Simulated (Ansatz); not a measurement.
# HfB2: squeezing one contact, part 2 of 2

How do energy and force answer when the B2–B3 bond of HfB2 is squeezed or stretched? The runs shown use LAPW and crystal datasets. Companion runs by PAW are cited. Its runs: the reference run (LAPW); shortest bond scaled by 1 (crystal datasets); shortest bond scaled by 1.05 (LAPW and crystal datasets); shortest bond scaled by 0.95 (LAPW); shortest bond scaled by 0.9 (LAPW); shortest bond scaled by 0.62 (LAPW and crystal datasets).

Ansatz 0.2.0; DFT PBEsol; a Materials Project cell. «Crystal datasets» are all-electron PAW datasets made for this crystal.

**6. Shortest bond scaled by 0.95, LAPW**

Contents of input.yaml:

```yaml
crystal:
  lattice:
    - [3.1326790839, 0.0, 0.0]
    - [-1.5663395419, 2.7129796685, 0.0]
    - [0.0, 0.0, 3.47921399]
  atoms:
    - { symbol: Hf, position: [0.0, 0.0, 0.0] }
    - { symbol: B, position: [0.3166666667, 0.6583333333, 0.5] }
    - { symbol: B, position: [0.6833333333, 0.3416666667, 0.5] }
kpoints:
  mp_grid: { grid: [10, 10, 8] }
scf:
  occupations: { method: fermi_dirac, width: 0.05 }
hamiltonian:
  xc: pbesol
  pseudopotentials: { kind: all_electron, lapw: { basis_error: 0.001 } }
output:
  forces: true
  stress: true
  eigenvalues: true
  populations: true
```

Started as:

```console
ansatz run input.yaml --threads 1 --pin off --max-ram 3072MiB --backend cpu --events-out ev --progress --plain --runs-dir out
```

What it wrote, cut to the lines that bear on the results:

```text
Hf: projections on atomic orbitals take those of the free atom 1s2 2s2 2p6 3s2 3p6 3d10 4s2 4p6 4d10 4f14 5s2 5p6 5d2 6s2, of charge +0.00 (hamiltonian.pseudopotentials.projection_atoms)
B: projections on atomic orbitals take those of the free atom 1s2 2s2 2p1, of charge +0.00 (hamiltonian.pseudopotentials.projection_atoms)
LAPW: plane waves up to 9.115 Å⁻¹, error target 1.0e-3 eV per atom; small_component_spin mean_spin; B in spheres of 0.859 Å, 5 of its electrons in bands, Dirac shells []; Hf in spheres of 1.345 Å, 42 of its electrons in bands, Dirac shells []
[...]
Pseudopotentials: kind: all_electron
Pseudopotential: Hf, LAPW, valence charge 42, Koelling and Harmon's equation, gaussian nucleus
Pseudopotential: B, LAPW, valence charge 5, Koelling and Harmon's equation, gaussian nucleus
Functional definition: PBEsol
[...]
Crystal: 3 atoms, lattice volume = 29.569 Å³
[...]
SCF iter   9: F=-411476.006186 eV  HF=-411476.006186 eV  |F-HF|=4.19e-9  |Δ(HF+E_count)|=   3.74e-8  Δρ=1.15e-5  dr2=2.90e-8  ethr=9.24e-10  ⟨swp⟩=2.0  Hψ=14115  notcnv=0
[...]
SCF converged after 9 iterations
Free energy (F): -411476.006186 eV
[...]
E sigma→0 (E₀):  -411476.004922 eV
Entropy (-TS):   -0.002527 eV (-0.842 meV/atom)
Fermi energy:    20.788959 eV
[...]
--- Forces (eV/Å), atoms counted from 1 ---
  atom   1  Hf    -0.00000000    -0.00000000     0.00000000
  atom   2  B      1.16093175     0.67026426     0.00000000
  atom   3  B     -1.16093175    -0.67026426     0.00000000
[...]
--- Stress (GPa, compression-positive) ---
       -1.131109       0.196727      -0.000000
        0.196727      -1.358270      -0.000000
       -0.000000      -0.000000      -4.395669
  P = ⅓ Tr σ = -2.2950 GPa (-22.950 kbar)
--- Band table (eV; the first three rows and the last of 155) ---
[...]
--- Löwdin populations: 3 sites ---
  site symbol       q [e]
     0     Hf     71.3462
     1      B      5.3140
     2      B      5.3140
  spilling = 0.000315 (of n_electrons = 82.000000)
```

It took 56 s on 1 thread of Arm Neoverse V1, shared host; peak memory 0.59 GiB.

Result: pressure -2.30 GPa; no gap; largest force 1.341 eV/Å.

**7. Shortest bond scaled by 0.9, LAPW**

Changes to input.yaml since step 6:

```diff
@@ -7,4 +7,4 @@
     - { symbol: Hf, position: [0.0, 0.0, 0.0] }
-    - { symbol: B, position: [0.3166666667, 0.6583333333, 0.5] }
-    - { symbol: B, position: [0.6833333333, 0.3416666667, 0.5] }
+    - { symbol: B, position: [0.3, 0.65, 0.5] }
+    - { symbol: B, position: [0.7, 0.35, 0.5] }
 kpoints:
```

Started as:

```console
ansatz run input.yaml --threads 1 --pin off --max-ram 3072MiB --backend cpu --events-out ev --progress --plain --runs-dir out
```

What it wrote, cut to the lines that bear on the results:

```text
Hf: projections on atomic orbitals take those of the free atom 1s2 2s2 2p6 3s2 3p6 3d10 4s2 4p6 4d10 4f14 5s2 5p6 5d2 6s2, of charge +0.00 (hamiltonian.pseudopotentials.projection_atoms)
B: projections on atomic orbitals take those of the free atom 1s2 2s2 2p1, of charge +0.00 (hamiltonian.pseudopotentials.projection_atoms)
LAPW: plane waves up to 9.615 Å⁻¹, error target 1.0e-3 eV per atom; small_component_spin mean_spin; B in spheres of 0.814 Å, 5 of its electrons in bands, Dirac shells []; Hf in spheres of 1.290 Å, 42 of its electrons in bands, Dirac shells []
[...]
[... 4 set-up lines as earlier in the session ...]
[...]
Crystal: 3 atoms, lattice volume = 29.569 Å³
[...]
SCF iter   9: F=-411475.812969 eV  HF=-411475.812969 eV  |F-HF|=4.54e-9  |Δ(HF+E_count)|=   3.98e-8  Δρ=1.22e-5  dr2=3.30e-8  ethr=1.01e-9  ⟨swp⟩=2.0  Hψ=14115  notcnv=0
[...]
SCF converged after 9 iterations
Free energy (F): -411475.812969 eV
[...]
E sigma→0 (E₀):  -411475.811549 eV
Entropy (-TS):   -0.002841 eV (-0.947 meV/atom)
Fermi energy:    20.759203 eV
[...]
--- Forces (eV/Å), atoms counted from 1 ---
  atom   1  Hf    -0.00000000     0.00000000     0.00000000
  atom   2  B      2.58077106     1.49000887     0.00000000
  atom   3  B     -2.58077106    -1.49000887     0.00000000
[...]
--- Stress (GPa, compression-positive) ---
        3.759321       1.796052      -0.000000
        1.796052       1.685419      -0.000000
       -0.000000      -0.000000      -5.322258
  P = ⅓ Tr σ = 0.0408 GPa (0.408 kbar)
--- Band table (eV; the first three rows and the last of 155) ---
[...]
--- Löwdin populations: 3 sites ---
  site symbol       q [e]
     0     Hf     71.3466
     1      B      5.3134
     2      B      5.3134
  spilling = 0.000325 (of n_electrons = 82.000000)
```

Run time: 63 s. Hardware: 1 thread of Arm Neoverse V1, shared host; peak memory 0.61 GiB.

Result: pressure 0.04 GPa; no gap; largest force 2.980 eV/Å.

**8. Shortest bond scaled by 0.62, LAPW**

Changes to input.yaml since step 7:

```diff
@@ -7,4 +7,4 @@
     - { symbol: Hf, position: [0.0, 0.0, 0.0] }
-    - { symbol: B, position: [0.3, 0.65, 0.5] }
-    - { symbol: B, position: [0.7, 0.35, 0.5] }
+    - { symbol: B, position: [0.2066666667, 0.6033333333, 0.5] }
+    - { symbol: B, position: [0.7933333333, 0.3966666667, 0.5] }
 kpoints:
```

Started as:

```console
ansatz run input.yaml --threads 1 --pin off --max-ram 3072MiB --backend cpu --events-out ev --progress --plain --runs-dir out
```

What it wrote, cut to the lines that bear on the results:

```text
Hf: projections on atomic orbitals take those of the free atom 1s2 2s2 2p6 3s2 3p6 3d10 4s2 4p6 4d10 4f14 5s2 5p6 5d2 6s2, of charge +0.00 (hamiltonian.pseudopotentials.projection_atoms)
B: projections on atomic orbitals take those of the free atom 1s2 2s2 2p1, of charge +0.00 (hamiltonian.pseudopotentials.projection_atoms)
LAPW: plane waves up to 14.704 Å⁻¹, error target 1.0e-3 eV per atom; small_component_spin mean_spin; B in spheres of 0.561 Å, 5 of its electrons in bands, Dirac shells []; Hf in spheres of 0.913 Å, 44 of its electrons in bands, Dirac shells []
[...]
[... 1 set-up line as earlier in the session ...]
Pseudopotential: Hf, LAPW, valence charge 44, Koelling and Harmon's equation, gaussian nucleus
[... 2 set-up lines as earlier in the session ...]
[...]
Crystal: 3 atoms, lattice volume = 29.569 Å³
[...]
SCF iter   9: F=-411468.624427 eV  HF=-411468.624427 eV  |F-HF|=9.27e-8  |Δ(HF+E_count)|=   2.72e-7  Δρ=1.36e-5  dr2=5.32e-8  ethr=9.48e-10  ⟨swp⟩=2.5  Hψ=13909  notcnv=0
[...]
SCF converged after 9 iterations
Free energy (F): -411468.624427 eV
[...]
E sigma→0 (E₀):  -411468.622601 eV
Entropy (-TS):   -0.003652 eV (-1.217 meV/atom)
Fermi energy:    20.306651 eV
[...]
--- Forces (eV/Å), atoms counted from 1 ---
  atom   1  Hf     0.00000000     0.00000000     0.00000000
  atom   2  B     31.17979787    18.00166469     0.00000000
  atom   3  B    -31.17979787   -18.00166469     0.00000000
[...]
--- Stress (GPa, compression-positive) ---
      146.392749      76.999370      -0.000000
       76.999370      57.481535       0.000000
       -0.000000       0.000000      -7.211013
  P = ⅓ Tr σ = 65.5544 GPa (655.544 kbar)
--- Band table (eV; the first three rows and the last of 155) ---
[...]
--- Löwdin populations: 3 sites ---
  site symbol       q [e]
     0     Hf     71.2773
     1      B      5.3374
     2      B      5.3374
  spilling = 0.000584 (of n_electrons = 82.000000)
```

Wall time 3.4 min (1 thread of Arm Neoverse V1, shared host); peak memory 1.4 GiB.

In short: pressure 65.55 GPa; no gap; largest force 36.003 eV/Å.

**9. Shortest bond scaled by 0.62, crystal datasets**

Changes to input.yaml since step 8:

```diff
@@ -15,3 +15,3 @@
   xc: pbesol
-  pseudopotentials: { kind: all_electron, lapw: { basis_error: 0.001 } }
+  pseudopotentials: { kind: all_electron, datasets: crystal }
 output:
@@ -20,2 +20,2 @@
   eigenvalues: true
-  populations: true
+  efg: { contact_densities: true }
```

Started as:

```console
ansatz run input.yaml --threads 1 --pin off --max-ram 3072MiB --backend cpu --events-out ev --progress --plain --runs-dir out
```

What it wrote, cut to the lines that bear on the results:

```text
[...]
Hf: output.efg is read without spin–orbit coupling, which moves field gradients at and beside such atoms by some per cent and up to a factor of two; PAW files take it under magnetization.noncollinear and magnetization.spin_orbit
[...]
[... 1 set-up line as earlier in the session ...]
Pseudopotential: Hf, paw, valence charge 26, recommended cutoff 780 eV (normal), Koelling and Harmon's equation, gaussian nucleus
Pseudopotential: B, paw, valence charge 5, recommended cutoff 780 eV (normal), Koelling and Harmon's equation, gaussian nucleus
[... 1 set-up line as earlier in the session ...]
[...]
Crystal: 3 atoms, lattice volume = 29.569 Å³
Basis set: ecut = 780 eV, 1473 PW (Γ), exchange–correlation on 60×60×64 points (8 copies of the dense FFT grid, shifted against one another)
Bands: 20, of which v1, the nominal top of the filled ones, is band 16 counted from 1 (15 counted from 0)
[... 1 set-up line as earlier in the session ...]
[...]
       76.999160      57.479103       0.000000
       -0.000000       0.000000      -7.216592
  P = ⅓ Tr σ = 65.5509 GPa (655.509 kbar)
  It holds what live shells' own plane waves past their cutoff add
--- PAW observables at the nuclei: V_zz in 10²¹ V/m², potentials from the cell's mean, atoms counted from 1 ---
  atom   1  Hf V_zz =    -8.086161   η = 0.3529   by run symmetry: allowed
            electrostatic potential = -14181.425730 V   contact ρ = 7515500.390641 e/Å³
  atom   2  B  V_zz =    -0.257184   η = 0.2114   by run symmetry: allowed
            electrostatic potential = -336.613527 V   contact ρ = 483.911559 e/Å³
  atom   3  B  V_zz =    -0.257184   η = 0.2114   by run symmetry: allowed
            electrostatic potential = -336.613527 V   contact ρ = 483.911559 e/Å³
--- Band table (eV; the first three rows and the last of 155) ---
  k-point 0: bands = ["-41.2248", "-10.0893", "-9.6879", "-9.5409", "7.0750", "8.7816", "8.8046", "8.8169", "8.8416", "8.8430", "8.8519", "8.9285", "15.8682", "17.0389", "17.7586", "20.1673", "20.2873", "23.8996"]
[...]
```

It took 64 s on 1 thread of Arm Neoverse V1, shared host; peak memory 1.3 GiB.

Result: pressure 65.55 GPa; no gap; largest force 36.004 eV/Å; Vzz Hf1 -8.09 (η = 0.35), B2 -0.26 (η = 0.21) (10²¹ V/m²).

**10. The series in one table**

Rows by PAW come from runs of the same series that aren't printed here.

Force along the bond: half the difference of the two atoms' forces, positive where it pushes them apart.

| method | length (Å) | F from the given length (eV/cell) | force along the bond (eV/Å) | pressure (GPa) | largest force (eV/Å) |
| --- | --- | --- | --- | --- | --- |
| LAPW | 1.121 | 7.440 | 36.003 | 65.55 | 36.003 |
| LAPW | 1.628 | 0.252 | 2.980 | 0.04 | 2.980 |
| LAPW | 1.718 | 0.059 | 1.341 | -2.30 | 1.341 |
| LAPW | 1.809 | 0.000 | 0.000 | -3.01 | 0.000 |
| LAPW | 1.899 | 0.050 | -1.067 | -2.39 | 1.067 |
| PAW | 1.121 | 7.420 | 35.803 | 65.10 | 35.803 |
| PAW | 1.628 | 0.252 | 2.983 | -0.02 | 2.983 |
| PAW | 1.718 | 0.059 | 1.341 | -2.36 | 1.341 |
| PAW | 1.809 | 0.000 | 0.000 | -3.07 | 0.000 |
| PAW | 1.899 | 0.050 | -1.068 | -2.45 | 1.068 |
| PAW (cutoff 600 eV) | 1.121 | – | 35.801 | 65.08 | 35.801 |
| crystal datasets | 1.121 | – | 36.004 | 65.55 | 36.004 |
| crystal datasets | 1.809 | – | 0.000 | -3.01 | 0.000 |
| crystal datasets | 1.899 | – | -1.067 | -2.39 | 1.067 |

**11. What came out**

The summary covers parts 1 to 2.

| quantity | value |
| --- | --- |
| force along the bond, positive apart, at 1.121 Å (LAPW) | 36.00 eV/Å |
| force along the bond, positive apart, at 1.121 Å (PAW) | 35.80 eV/Å |
| force along the bond, positive apart, at 1.121 Å (PAW (cutoff 600 eV)) | 35.80 eV/Å |
| force along the bond, positive apart, at 1.121 Å (crystal datasets) | 36.00 eV/Å |
| length at zero force (straight line) | 1.81 Å |

What this shows: At 1.12 Å the force along the bond is 36.00 eV/Å by LAPW, and the energy stands 7.44 eV over the given length. A straight line between 1.81 and 1.90 Å puts zero force near 1.81 Å. There symmetry makes it vanish whatever the lattice constant, so this is no computed equilibrium length. PAW's force differs from LAPW's by at most 201 meV/Å, at 1.12 Å. Spin-orbit coupling is left out, though the cell holds Hf; in elements this heavy it can shift bands and gaps by tenths of an eV.
